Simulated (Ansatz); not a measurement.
Runs of Ansatz 0.2.0 on Zr. The structure is hexagonal, space group P6_3/mmc (No. 194). The conventional cell has a = 3.232 Å, b = 3.232 Å, c = 5.147 Å, α = 90.00°, β = 90.00°, γ = 120.00°. Zr (site symmetry -6m2) is surrounded by 12 Zr at 3.18 to 3.23 Å. 

| task | level | U | cell | cutoff (eV) | gap on the mesh (eV) | pressure (GPa) |
| --- | --- | --- | --- | --- | --- | --- |
| band structure | LDA | - | as given | 174 | - | -6.1 |
| relaxation of cell and atoms | PBEsol | - | relaxed to 5 GPa | - | - | 5.0 |
| relaxation of cell and atoms | PBEsol | - | relaxed to 20 GPa | - | - | 20.0 |
| band structure | BLYP | - | as given | 174 | - | 3.6 |
| relaxation of cell and atoms | PBEsol | - | relaxed to 30 GPa | - | - | 30.0 |
| single point | PBEsol+U | Zr d U = 6 eV | as given | 174 | none | (a) |
| single point | PBEsol+U | Zr d U = 4 eV | as given | 174 | none | 1.5 |
| relaxation of cell and atoms | PBEsol | - | relaxed | - | - | 0.0 |

Alike in all rows: potentials or basis all-electron LAPW, scalar-relativistic; no spin polarisation; k mesh 9 × 9 × 5; smearing fermi-dirac 0.05 eV; basis error allowed 0.001 eV/atom.

**Question.** Fill in the values left out.

**Answer.** (a) 8.9.

Caveats: U is the effective U less J, on atomic orbitals that reach past the spheres (some runs); U without spin polarisation on a metal has little footing (some runs); the U is typed as a test and isn't derived for this compound (some runs).

A k mesh can miss the band edges, and the runs leave out spin-orbit coupling on Zr.

A gap of «none» marks a metal or a gap under the smearing width.

Runs at the PBE level aren't shown here.
